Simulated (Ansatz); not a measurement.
## Notes on a calculation: Na (fcc)

Level of theory: DFT, HSE06, scalar-relativistic, no spin polarisation; plane waves to 420 eV with PAW datasets (Ansatz 0.2.0), 8×8×8 k-mesh, Gaussian smearing of 0.05 eV. The datasets are Ansatz's generated set soft_2.

At room temperature and ambient pressure Na is bcc.

The start:

```
Na
1.0
     0.00000    2.66473    2.66473
     2.66473    0.00000    2.66473
     2.66473    2.66473    0.00000
Na
1
Direct
  0.00000 0.00000 0.00000
```

The runs in order:

| run | level | k-mesh | kind | V (Å³/atom) | P (GPa) | E − E(final) (meV/atom) | gap on the mesh (eV) |
| --- | --- | --- | --- | --- | --- | --- | --- |
| 1 | PBE | 6×6×6 | fixed cell | 37.84 | -0.1 | – | metal |
| 2 | PBE | 6×6×6 | fixed cell | 37.69 | -0.1 | – | metal |
| 3 | PBE | 6×6×6 | fixed cell | 37.21 | 0.0 | – | metal |
| 4 | HSE06 | 8×8×8 | fixed cell | 37.21 | 0.1 | 0.2 | metal |
| 5 | HSE06 | 8×8×8 | fixed cell | 37.36 | 0.1 | 0.1 | metal |
| 6 | HSE06 | 8×8×8 | fixed cell | 37.75 | 0.0 | 0.0 | metal |

The volume is at zero pressure for this level.

The final structure (symmetry read at 0.01 Å). Symmetry: Fm-3m, No. 225, cubic system. Conventional cell: a = 5.325 Å, b = 5.325 Å, c = 5.325 Å, α = 90.00°, β = 90.00°, γ = 90.00°. Na (site symmetry m-3m) has 12 Na at 3.77 Å as nearest neighbours. (Neighbours are counted to 15 % beyond the shortest distance.)

| atom | site | symmetry | x | y | z |
| --- | --- | --- | --- | --- | --- |
| Na | 4a | m-3m | 0.0000 | 0.0000 | 0.0000 |

- At the final geometry the gap, band path included, is zero (metallic).
- The runs in the table took roughly 1.4 core-minutes.

**Why it comes out so.**

With 9 valence electrons in the calculation's cell and no magnetic order, the bands, two electrons each, can't all be full or empty: band theory demands a metal.

Pressures of hybrids are less tightly converged. For a metal under a hybrid functional this mesh is coarse.
